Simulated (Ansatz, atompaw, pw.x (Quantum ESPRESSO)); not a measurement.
# What a changed setting does to a pw.x run (fcc Li)

Potential: PAW, atompaw 4.2.0.5, PBE; core [He], reference 2s1 2p0; waves: 2s (bound): rc 2.40 bohr; 2s channel at 0.15 Ry: rc 3.00 bohr; 2p (bound, empty): rc 3.00 bohr; 2p channel at 1.6 Ry: rc 3.00 bohr; 3d channel at 0.3 Ry: rc 3.00 bohr; 3d channel at 1.95 Ry: rc 3.00 bohr; local part: troulliermartins scheme with l = 3 at 0 Ry, radius 2.90 bohr; core correction: smooth core density matched at 2.10 bohr; augmentation: besselshape compensation charge, radius 2.80 bohr; PAW radius 3.00 bohr; waves and projectors: custom rrkj gramschmidtortho.

The reference run (k-mesh 13³, cutoffs 40/400 Ry, Fermi–Dirac 0.01 Ry, mixing_beta 0.4, conv_thr 1e-9, no spin) gives -0.01 GPa at 20.348 Å³/atom, where all-electron LAPW gives -0.05 GPa. This run, with its own iteration cap, changes nspin = 2 with starting_magnetization to -0.3.

```
&control
  calculation='scf', prefix='x', pseudo_dir='./', outdir='./tmp', tstress=.true., disk_io='none'
/
&system
  ibrav=0, nat=1, ntyp=1, ecutwfc=40, ecutrho=400, nbnd=7,
  occupations='smearing', smearing='fd', degauss=0.01, nspin=2, starting_magnetization(1)=-0.3
/
&electrons
  conv_thr=1e-09, mixing_beta=0.4, electron_maxstep=70
/
ATOMIC_SPECIES
Li 1.0 Li.UPF
CELL_PARAMETERS angstrom
  0.00000000 2.16685863 2.16685863
  2.16685863 0.00000000 2.16685863
  2.16685863 2.16685863 0.00000000
ATOMIC_POSITIONS crystal
Li 0.0000 0.0000 0.0000
K_POINTS automatic
13 13 13 0 0 0
```

```bash
pw.x < Li.scf.in > Li.scf.out
```

Problem. How does the run end?

Solution. It converges in 8 iterations; the free energy moves by +0.0 meV/atom and the pressure by +0.00 GPa. The result is that of the reference run.

```
Message from routine setup:
     using ibrav=0 with symmetry is DISCOURAGED, use correct ibrav instead
     lattice parameter (alat)  =       5.7909  a.u.
     unit-cell volume          =     137.3151 (a.u.)^3
     number of electrons       =         1.00
     number of Kohn-Sham states=            7
     kinetic-energy cutoff     =      40.0000  Ry
     charge density cutoff     =     400.0000  Ry
     scf convergence threshold =      1.0E-09
     Exchange-correlation= SLA PW PBX PBC
     atomic species   magnetization
     number of k points=    84  Fermi-Dirac smearing, width (Ry)=  0.0100
     iteration #  1     ecut=    40.00 Ry     beta= 0.40
     total energy              =      -3.83921521 Ry
     estimated scf accuracy    <       0.00016689 Ry
     total magnetization       =    -0.17 Bohr mag/cell
     absolute magnetization    =     0.17 Bohr mag/cell
     iteration #  2     ecut=    40.00 Ry     beta= 0.40
     total energy              =      -3.83973725 Ry
     estimated scf accuracy    <       0.00008856 Ry
     total magnetization       =    -0.13 Bohr mag/cell
     absolute magnetization    =     0.13 Bohr mag/cell
     iteration #  3     ecut=    40.00 Ry     beta= 0.40
     total energy              =      -3.84032162 Ry
     estimated scf accuracy    <       0.00000697 Ry
     total magnetization       =    -0.05 Bohr mag/cell
     absolute magnetization    =     0.05 Bohr mag/cell
     [... 2 iterations left out ...]
     iteration #  6     ecut=    40.00 Ry     beta= 0.40
     total energy              =      -3.84042988 Ry
     estimated scf accuracy    <       0.00000011 Ry
     total magnetization       =    -0.00 Bohr mag/cell
     absolute magnetization    =     0.00 Bohr mag/cell
     iteration #  7     ecut=    40.00 Ry     beta= 0.40
     total energy              =      -3.84043006 Ry
     estimated scf accuracy    <          2.9E-09 Ry
     total magnetization       =    -0.00 Bohr mag/cell
     absolute magnetization    =     0.00 Bohr mag/cell
     iteration #  8     ecut=    40.00 Ry     beta= 0.40
     the Fermi energy is     0.5145 ev
!    total energy              =      -3.84043005 Ry
     estimated scf accuracy    <          9.5E-10 Ry
     smearing contrib. (-TS)   =      -0.00228428 Ry
     total magnetization       =     0.00 Bohr mag/cell
     absolute magnetization    =     0.00 Bohr mag/cell
     convergence has been achieved in   8 iterations
          total   stress  (Ry/bohr**3)                   (kbar)     P=       -0.10
     Message from routine punch:
     Nothing written, as per user request (disk_io='none')
```

The run took about 24 s on one core of a shared server CPU.
